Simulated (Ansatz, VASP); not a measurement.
AlRu: VASP beside Ansatz

```
Ru Al
1.0
     2.97152    0.00000    0.00000
     0.00000    2.97152    0.00000
     0.00000    0.00000    2.97152
Ru Al
1 1
Direct
  0.50000 0.50000 0.50000
  0.00000 0.00000 0.00000
```

Change from the starting cell: volume scaled by 0.98.

Alike in both runs: task single point; functional PBE; k mesh 9 × 9 × 9; occupations fermi-dirac, width 0.05 eV; no spin polarisation.

|  | VASP | Ansatz |
| --- | --- | --- |
| version | VASP 6.6.1 | Ansatz 0.2.0 |
| potentials or method | VASP PAW PBE potentials, release 64 (Ru_pv, Al), cutoff 520 eV | all-electron LAPW, scalar-relativistic |

|  | VASP | Ansatz | Ansatz less VASP |
| --- | --- | --- | --- |
| gap on the k mesh at the Fermi level (eV) | none | none | - |
| pressure (GPa) | 7.0 | 7.0 | -0.01 |

A gap of «none» marks a metal or a gap that the smearing closes. Ansatz ran all-electron here, so the differences hold the error of VASP's frozen core and of both bases.
